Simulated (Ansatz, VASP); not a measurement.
## As in VASP and in Ansatz

```
As
1.0
     2.70368    0.00000    0.00000
     0.00000    2.70368    0.00000
     0.00000    0.00000    2.70368
As
1
Direct
  0.50000 0.50000 0.50000
```

This isn't the form of As at room conditions, which is rhombohedral.

Alike in both runs: task band structure; functional PBE; k mesh 10 × 10 × 10; occupations fermi-dirac, width 0.05 eV; no spin polarisation.

```csv
,VASP,Ansatz
version,VASP 6.6.1,Ansatz 0.2.0
potentials or method,"VASP PAW PBE potentials, release 64 (As_GW)",Ansatz PAW
plane-wave cutoff (eV),600,420
valence electrons in the cell,5,15
```

Ansatz gave:

- gap on the k mesh at the Fermi level (eV): none
- pressure (GPa): 2.2

Task: Estimate VASP's values.

Result: gap on the k mesh at the Fermi level (eV): none; pressure (GPa): 2.3.

A gap of «none» marks a metal or a gap that the smearing closes. The two sets of potentials don't hold the same shells in valence.
